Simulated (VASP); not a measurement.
# GaAs (F-43m) in VASP: settings compared, part 2 of 2

VASP 6.6.1. The steps go on from the part before.

## (4) Band structure, r2SCAN

Contents of INCAR:

```
  ALGO = Normal
  EDIFF = 1E-6
  ENCUT = 520
  ISIF = 2
  ISMEAR = 0
  LASPH = T
  LCHARG = F
  LMIXTAU = T
  LREAL = F
  LWAVE = F
  METAGGA = R2SCAN
  NBANDS = 16
  NELM = 80
  PREC = Accurate
  SIGMA = 0.03
```

Contents of KPOINTS:

```
k-points
0
Gamma
  10 10 10
```

Contents of POSCAR:

```
GaAs                                    
1.0
    0.0000000000      2.8751155360      2.8751155360
    2.8751155360      0.0000000000      2.8751155360
    2.8751155360      2.8751155360      0.0000000000
  Ga              As            
     1     1
Direct
     0.0000000000000000    0.0000000000000000    0.0000000000000000
     0.2500000000000000    0.2500000000000000    0.2500000000000000
```

KPOINTS_OPT is that of step 3.

Potentials or basis: VASP PAW PBE potentials, release 64 (Ga_d, As).

Run with:

```bash
$ cat potpaw_PBE.64/Ga_d/POTCAR potpaw_PBE.64/As/POTCAR > POTCAR
$ mpirun -np 1 vasp_std > vasp.out
```

OUTCAR:

```text
EDIFF = 1E-6
   ENCUT = 520
   ISIF = 2
   ISMEAR = 0
   LASPH = T
   LREAL = F
   METAGGA = R2SCAN
   NELM = 80
   PREC = Accurate

 ion  position               nearest neighbor table
   1  0.000  0.000  0.000-   2 2.49   2 2.49   2 2.49   2 2.49
   2  0.250  0.250  0.250-   1 2.49   1 2.49   1 2.49   1 2.49

  LATTYP: Found a face centered cubic cell.
 ALAT       =     5.7502310720

  Lattice vectors:

 A1 = (   0.0000000000,   2.8751155360,   2.8751155360)
 A2 = (   2.8751155360,   0.0000000000,   2.8751155360)
 A3 = (   2.8751155360,   2.8751155360,   0.0000000000)

Analysis of symmetry for initial positions (statically):
=====================================================================
 Subroutine PRICEL returns:
 Original cell was already a primitive cell.

 Routine SETGRP: Setting up the symmetry group for a
 face centered cubic supercell.

 Subroutine GETGRP returns: Found 24 space group operations
 (whereof 24 operations were pure point group operations)
 out of a pool of 48 trial point group operations.

The static configuration has the point symmetry T_d .

Analysis of symmetry for dynamics (positions and initial velocities):
=====================================================================
 Subroutine PRICEL returns:
 Original cell was already a primitive cell.

 Routine SETGRP: Setting up the symmetry group for a
 face centered cubic supercell.

 Subroutine GETGRP returns: Found 24 space group operations
 (whereof 24 operations were pure point group operations)
 out of a pool of 48 trial point group operations.

The dynamic configuration has the point symmetry T_d .

 Subroutine INISYM returns: Found 24 space group operations
 (whereof 24 operations are pure point group operations),
 and found     1 'primitive' translations

----------------------------------------------------------------------------------------

                                     Primitive cell

  volume of cell :      47.5331

  direct lattice vectors                    reciprocal lattice vectors
     0.000000000  2.875115536  2.875115536    -0.173906055  0.173906055  0.173906055
     2.875115536  0.000000000  2.875115536     0.173906055 -0.173906055  0.173906055
     2.875115536  2.875115536  0.000000000     0.173906055  0.173906055 -0.173906055

  length of vectors
     4.066027384  4.066027384  4.066027384     0.301214123  0.301214123  0.301214123

  position of ions in fractional coordinates (direct lattice)
     0.000000000  0.000000000  0.000000000
     0.250000000  0.250000000  0.250000000

  ion indices of the primitive-cell ions
   primitive index   ion index
                 1           1
                 2           2

----------------------------------------------------------------------------------------

 KPOINTS: k-points

Automatic generation of k-mesh.
 Grid dimensions read from file:
 generate k-points for:   10   10   10

 Generating k-lattice:

  Cartesian coordinates                     Fractional coordinates (reciprocal lattice)
    -0.017390605  0.017390605  0.017390605     0.100000000  0.000000000  0.000000000
     0.017390605 -0.017390605  0.017390605     0.000000000  0.100000000  0.000000000
     0.017390605  0.017390605 -0.017390605     0.000000000  0.000000000  0.100000000

  Length of vectors
     0.030121412  0.030121412  0.030121412

  Shift w.r.t. Gamma in fractional coordinates (k-lattice)
     0.000000000  0.000000000  0.000000000

 Subroutine IBZKPT returns following result:
 ===========================================

 Found     47 irreducible k-points:

 Following reciprocal coordinates:
            Coordinates               Weight
  0.000000  0.000000  0.000000      1.000000
  0.100000  0.000000  0.000000      8.000000
  0.200000  0.000000  0.000000      8.000000
  0.300000  0.000000  0.000000      8.000000
  0.400000  0.000000  0.000000      8.000000
  0.500000  0.000000  0.000000      4.000000
[... 16 lines left out ...]
  0.300000  0.300000  0.000000      6.000000
  0.400000  0.300000  0.000000     24.000000
 [... further k-points ...]
   k-points           NKPTS =     47   k-points in BZ     NKDIM =     47   number of bands    NBANDS=     16
   number of dos      NEDOS =    301   number of ions     NIONS =      2
   total plane-waves  NPLWV =  27000
   dimension x,y,z NGX =    30 NGY =   30 NGZ =   30
   dimension x,y,z NGXF=    60 NGYF=   60 NGZF=   60
   ions per type =               1   1
   NGX,Y,Z   is equivalent  to a cutoff of  12.27, 12.27, 12.27 a.u.
   NGXF,Y,Z  is equivalent  to a cutoff of  24.53, 24.53, 24.53 a.u.
 SYSTEM =  unknown system
   PREC   = accura    normal or accurate (medium, high low for compatibility)
   ISTART =      0    job   : 0-new  1-cont  2-samecut
   ICHARG =      2    charge: 1-file 2-atom 10-const
   ISPIN  =      1    spin polarized calculation?
   LNONCOLLINEAR =      F non collinear calculations
   LSORBIT =      F    spin-orbit coupling
   LASPH  =      T    aspherical Exc in radial PAW
   ENCUT  =  520.0 eV  38.22 Ry    6.18 a.u.   7.56  7.56  7.56*2*pi/ulx,y,z
   NELM   =     80;   NELMIN=  2; NELMDL= -5     # of ELM steps
   EDIFF  = 0.1E-05   stopping-criterion for ELM
   LREAL  =      F    real-space projection
[... 7 lines left out ...]
   TEBEG  =    0.0;   TEEND  =   0.0 temperature during run
   PSTRESS=    0.0 pullay stress
   NELECT =      18.0000    total number of electrons
   NUPDOWN=      -1.0000    fix difference up-down
   EMIN   =  10.00;   EMAX   =-10.00  energy-range for DOS
   EFERMI =   0.00;   METHOD = LEGACY
   ISMEAR =     0;   SIGMA  =   0.03  broadening in eV -4-tet -1-fermi 0-gaus
   EFERMI_NEDOS =   21; number of points for ismear=-14 and -15
   IALGO  =     38    algorithm
   IMIX   =      4    mixing-type and parameters
     AMIX     =   0.40;   BMIX     =  1.00
     AMIX_MAG =   1.60;   BMIX_MAG =  1.00
  volume/ion in A,a.u.               =      23.77       160.38
  Fermi-wavevector in a.u.,A,eV,Ry     =   1.184405  2.238202 19.086471  1.402816
  Thomas-Fermi vector in A             =   2.320620
   LORBIT       =      0    0 simple, 1 ext, 2 COOP (PROOUT), +10 PAW based schemes
   METAGGA = R2SCAN    functional components
   LHFCALC =     F    Hartree Fock is set to
   AEXX    =    0.0000 exact exchange contribution
   IVDW    =     0    specifies the selected vdW correction
   LEPSILON=     F    determine dielectric tensor
   LRPA    =     F    only Hartree local field effects (RPA)
 non-spin polarized calculation
 Gauss-broadening in eV      SIGMA  =   0.03
  energy-cutoff  :      520.00
  volume of cell :       47.53
 maximum number of plane-waves:      1298
   NGX = 15   NGY = 15   NGZ = 15

 number of electron      17.9999988 magnetization

 Free energy of the ion-electron system (eV)
  ---------------------------------------------------
  ext. energy  EPLUGINS =         0.00000000
  ---------------------------------------------------
  free energy    TOTEN  =       -27.03809508 eV

  energy without entropy =      -27.03809508  energy(sigma->0) =      -27.03809508

 E-fermi :   3.3708     XC(G=0): -10.0144

 val. band max:        3.2117561829   @ k =   0.0000   0.0000   0.0000
 cond. band min:       3.8051987208   @ k =   0.0000   0.0000   0.0000
 fundamental gap:      0.5934425379
 Fermi energy:         3.3708063515

 k-point     1 :       0.0000    0.0000    0.0000
  band No.  band energies     occupation
      1     -11.9433      2.00000
      2     -11.9433      2.00000
      3     -11.9433      2.00000
      4     -11.8659      2.00000
      5     -11.8659      2.00000
      6      -9.6348      2.00000
[... 8 lines left out ...]
     15      13.7218      0.00000
     16      13.7218      0.00000

 k-point     2 :       0.1000    0.0000    0.0000
  band No.  band energies     occupation
      1     -11.9511      2.00000
      2     -11.9412      2.00000
      3     -11.9412      2.00000
      4     -11.8660      2.00000
      5     -11.8660      2.00000
      6      -9.5200      2.00000
[... 8 lines left out ...]
     15      13.1046      0.00000
     16      13.1046      0.00000
[... 387 lines left out ...]
      5     -11.8582      2.00000
      6      -8.3729      2.00000
[... 8 lines left out ...]
     15      15.1899      0.00000
     16      16.0597      0.00000

 k-point    24 :       0.4000    0.3000    0.0000
  band No.  band energies     occupation
      1     -12.0267      2.00000
      2     -11.9105      2.00000
      3     -11.9094      2.00000
      4     -11.8809      2.00000
      5     -11.8572      2.00000
      6      -7.9521      2.00000
[... 8 lines left out ...]
     15      15.8977      0.00000
     16      16.4079      0.00000

 [... further k-points ...]
[... 5 lines left out ...]
  --------------------------------------------------------------------------------------
  -------------------------------------------------------------------------------------
  Total       -0.8269615     -0.8269615     -0.8269615      0.0000000      0.0000000     -0.0000000
  in kB      -27.8740418    -27.8740418    -27.8740418      0.0000000      0.0000000     -0.0000000
  external PRESSURE =     -27.8740418 kB  Pullay stress =       0.0000000 kB

 VOLUME and BASIS-vectors are now :
 -----------------------------------------------------------------------------
  energy-cutoff  :      520.00
  volume of cell :       47.53
      direct lattice vectors                 reciprocal lattice vectors
     0.000000000  2.875115536  2.875115536    -0.173906055  0.173906055  0.173906055
     2.875115536  0.000000000  2.875115536     0.173906055 -0.173906055  0.173906055
     2.875115536  2.875115536  0.000000000     0.173906055  0.173906055 -0.173906055

 POSITION                                       TOTAL-FORCE (eV/Angst)
 -----------------------------------------------------------------------------------
      0.00000      0.00000      0.00000         0.000000      0.000000      0.000000
      1.43756      1.43756      1.43756        -0.000000     -0.000000     -0.000000
 -----------------------------------------------------------------------------------
    total drift:                               -0.000002     -0.000002     -0.000002

  FREE ENERGIE OF THE ION-ELECTRON SYSTEM (eV)
  ---------------------------------------------------
  free  energy   TOTEN  =       -27.0380950825 eV

  energy  without entropy=      -27.0380950825  energy(sigma->0) =      -27.03809508
```

Run time: 4.6 min. Hardware: 1 thread of Intel Xeon Platinum 8488C (Sapphire Rapids), shared host; peak memory 0.19 GiB.

Results:

| Quantity | Value |
| --- | --- |
| Free energy | -27.0381 eV |
| Pressure | -2.8 GPa |
| Band gap on the k mesh | 0.59 eV, direct |
| Band gap along the path | 0.59 eV, direct |

Levels at the corners of the path, in eV from the valence-band top:
| point | band 5 | band 6 | band 7 | band 8 | band 9 | band 10 | band 11 | band 12 | band 13 | band 14 |
| --- | --- | --- | --- | --- | --- | --- | --- | --- | --- | --- |
| Γ | -15.08 | -12.85 | 0.00 | 0.00 | 0.00 | 0.59 | 4.03 | 4.03 | 4.03 | 8.06 |
| X | -15.07 | -10.44 | -6.76 | -2.60 | -2.60 | 1.85 | 1.96 | 10.44 | 10.44 | 11.27 |
| X | -15.07 | -10.44 | -6.76 | -2.60 | -2.60 | 1.85 | 1.96 | 10.44 | 10.44 | 11.27 |
| W | -15.07 | -10.40 | -6.58 | -3.40 | -3.20 | 4.77 | 5.03 | 5.73 | 6.45 | 11.40 |
| W | -15.07 | -10.40 | -6.58 | -3.40 | -3.20 | 4.77 | 5.03 | 5.73 | 6.45 | 11.40 |
| K | -15.07 | -10.48 | -6.57 | -3.71 | -2.19 | 2.29 | 4.90 | 8.26 | 8.35 | 8.98 |
| K | -15.07 | -10.48 | -6.57 | -3.71 | -2.19 | 2.29 | 4.90 | 8.26 | 8.35 | 8.98 |
| Γ | -15.08 | -12.85 | 0.00 | 0.00 | 0.00 | 0.59 | 4.03 | 4.03 | 4.03 | 8.06 |
| Γ | -15.08 | -12.85 | 0.00 | 0.00 | 0.00 | 0.59 | 4.03 | 4.03 | 4.03 | 8.06 |
| L | -15.07 | -11.15 | -6.54 | -1.11 | -1.11 | 1.21 | 4.97 | 4.97 | 8.21 | 10.74 |
| L | -15.07 | -11.15 | -6.54 | -1.11 | -1.11 | 1.21 | 4.97 | 4.97 | 8.21 | 10.74 |
| U | -15.07 | -10.48 | -6.57 | -3.71 | -2.19 | 2.29 | 4.90 | 8.26 | 8.35 | 8.98 |
| U | -15.07 | -10.48 | -6.57 | -3.71 | -2.19 | 2.29 | 4.90 | 8.26 | 8.35 | 8.98 |
| W | -15.07 | -10.40 | -6.58 | -3.40 | -3.20 | 4.77 | 5.03 | 5.73 | 6.45 | 11.40 |
| W | -15.07 | -10.40 | -6.58 | -3.40 | -3.20 | 4.77 | 5.03 | 5.73 | 6.45 | 11.40 |
| L | -15.07 | -11.15 | -6.54 | -1.11 | -1.11 | 1.21 | 4.97 | 4.97 | 8.21 | 10.74 |
| L | -15.07 | -11.15 | -6.54 | -1.11 | -1.11 | 1.21 | 4.97 | 4.97 | 8.21 | 10.74 |
| K | -15.07 | -10.48 | -6.57 | -3.71 | -2.19 | 2.29 | 4.90 | 8.26 | 8.35 | 8.98 |
| U | -15.07 | -10.48 | -6.57 | -3.71 | -2.19 | 2.29 | 4.90 | 8.26 | 8.35 | 8.98 |
| X | -15.07 | -10.44 | -6.76 | -2.60 | -2.60 | 1.85 | 1.96 | 10.44 | 10.44 | 11.27 |

Caveat: the PAW data sets were made with another functional, which shifts forces and pressure a little.

## (5) Band structure, TB-mBJ, spin-orbit coupling, no magnetisation

POSCAR is that of step 4.

Contents of INCAR.step1:

```
  ALGO = Normal
  EDIFF = 1E-5
  ENCUT = 520
  GGA = PE
  GGA_COMPAT = F
  ISIF = 2
  ISMEAR = 0
  LASPH = T
  LCHARG = F
  LORBIT = 11
  LREAL = F
  LSORBIT = T
  LWAVE = T
  MAGMOM = 0 0 0 0 0 0
  NBANDS = 32
  NELM = 80
  PREC = Accurate
  SIGMA = 0.03
```

Contents of INCAR.step2:

```
  ALGO = Normal
  EDIFF = 1E-6
  ENCUT = 520
  GGA_COMPAT = F
  ISIF = 2
  ISMEAR = 0
  ISTART = 1
  LASPH = T
  LCHARG = F
  LORBIT = 11
  LREAL = F
  LSORBIT = T
  LWAVE = F
  MAGMOM = 0 0 0 0 0 0
  METAGGA = MBJ
  NBANDS = 32
  NELM = 80
  PREC = Accurate
  SIGMA = 0.03
```

Contents of KPOINTS:

```
k-points
0
Gamma
  6 6 6
```

KPOINTS_OPT is that of step 4.

Potentials or basis: VASP PAW PBE potentials, release 64 (Ga_d, As).

Run with:

```bash
$ cat potpaw_PBE.64/Ga_d/POTCAR potpaw_PBE.64/As/POTCAR > POTCAR
$ cp INCAR.step1 INCAR
$ mpirun -np 1 vasp_ncl > vasp.out
$ cp INCAR.step2 INCAR
$ mpirun -np 1 vasp_ncl > vasp.out
```

OUTCAR:

```text
EDIFF = 1E-6
   ENCUT = 520
   ISIF = 2
   ISMEAR = 0
   ISTART = 1
   LASPH = T
   LORBIT = 11
   LREAL = F
   LSORBIT = T
   METAGGA = MBJ
   NELM = 80
   PREC = Accurate

 ion  position               nearest neighbor table
   1  0.000  0.000  0.000-   2 2.49   2 2.49   2 2.49   2 2.49
   2  0.250  0.250  0.250-   1 2.49   1 2.49   1 2.49   1 2.49

  LATTYP: Found a face centered cubic cell.
 ALAT       =     5.7502310720

  Lattice vectors:

 A1 = (   0.0000000000,   2.8751155360,   2.8751155360)
[... 990 lines left out ...]
     0.0000000    -0.0000026     0.0000000    -0.0000026     0.0000000
    -0.0000044    -0.0000044    -0.0000026     0.0000000    -0.0000009
    -0.0000034    -0.0000009     0.0000000    -0.0000009     0.0000000
 l=   3
     0.0000000     0.0000000     0.0000000     0.0000000     0.0000000     0.0000000     0.0000000
     0.0000000     0.0000000     0.0000000     0.0000000     0.0000000     0.0000000     0.0000000
     0.0000000     0.0000000     0.0000000     0.0000000     0.0000000     0.0000000     0.0000000
     0.0000000     0.0000000     0.0000000     0.0000000     0.0000000     0.0000000     0.0000000
     0.0000000     0.0000000     0.0000000     0.0000000     0.0000000     0.0000000     0.0000000
     0.0000000     0.0000000     0.0000000     0.0000000     0.0000000     0.0000000     0.0000000
     0.0000000     0.0000000     0.0000000     0.0000000     0.0000000     0.0000000     0.0000000

 total charge

# of ion       s       p       d       tot
------------------------------------------
    1        0.754   0.629   9.992  11.376
    2        1.229   1.655   0.031   2.916
--------------------------------------------------
tot          1.984   2.284  10.023  14.291

 magnetization (x)

# of ion       s       p       d       tot
------------------------------------------
    1       -0.000  -0.000   0.000  -0.000
    2       -0.000  -0.000   0.000  -0.000
--------------------------------------------------
tot         -0.000  -0.000   0.000  -0.000

 magnetization (y)

# of ion       s       p       d       tot
------------------------------------------
    1       -0.000   0.000   0.000  -0.000
    2        0.000   0.000   0.000   0.000
--------------------------------------------------
tot         -0.000   0.000   0.000   0.000

 magnetization (z)

# of ion       s       p       d       tot
------------------------------------------
    1       -0.000   0.000  -0.000   0.000
    2       -0.000  -0.000  -0.000  -0.000
--------------------------------------------------
tot         -0.000   0.000  -0.000  -0.000
```

Run time: 9.5 min. Hardware: 1 thread of Intel Xeon Platinum 8488C (Sapphire Rapids), shared host; peak memory 0.35 GiB.

Results:

```
Valence electrons inside the program's atomic spheres : Ga 11.38; As 2.92
```

Caveat: the PAW data sets were made with another functional, which shifts forces and pressure a little.

## (6) Summary

```csv
level,spin,k mesh,gap on the mesh (eV),pressure (GPa)
PBE,off,10 × 10 × 10,0.14,0.0
PBE,"SOC, no magnetisation",6 × 6 × 6,-,0.0
r2SCAN,off,10 × 10 × 10,0.59,-2.8
TB-mBJ,"SOC, no magnetisation",6 × 6 × 6,-,-
```

Alike in all rows: task band structure; potentials or basis VASP PAW PBE potentials, release 64 (Ga_d, As); cell as given; cutoff (eV) 520; smearing gaussian 0.03 eV.

The pressure there spans -2.8 GPa (r2SCAN) to 0.0 GPa (PBE); a positive pressure means that this level wants a larger cell, a negative one a smaller.

Caveats: the PAW data sets were made with another functional, which shifts forces and pressure a little (some runs).

Total energies depend on the potentials used, so only differences within one code and one set of settings carry meaning.

## (7) How close it comes

Step 2. Measured gap of GaAs: 1.418 eV (direct; 300 K; “Evidence of valence band perturbations in GaAsN/GaAs(001): A combined variable-angle spectroscopic ellipsometry and modulated photoreflectance investigation”, 2008, arxiv:0805.2212). This calculation gives 0.14 eV (-1.27 eV). So large a miss can be the level of theory's own, or it may mean another phase, state or a wrong row. 3 values of this kind are on record (1.412 to 1.51 eV); this one was drawn at random among those near their median, those with a stated uncertainty first. Spin-orbit coupling on As, Ga is left out. The value is that of PBE, without temperature or zero-point motion. Semilocal functionals fall short of measured gaps as a rule.

Step 4. A measured gap of GaAs is 1.418 eV (direct; 300 K; “Evidence of valence band perturbations in GaAsN/GaAs(001): A combined variable-angle spectroscopic ellipsometry and modulated photoreflectance investigation”, 2008, arxiv:0805.2212); the calculated 0.59 eV misses it by -0.82 eV. 3 values of this kind are on record (1.412 to 1.51 eV); this one was drawn at random among those near their median, those with a stated uncertainty first. Spin-orbit coupling on As, Ga is left out. The value is that of r2SCAN, without temperature or zero-point motion.
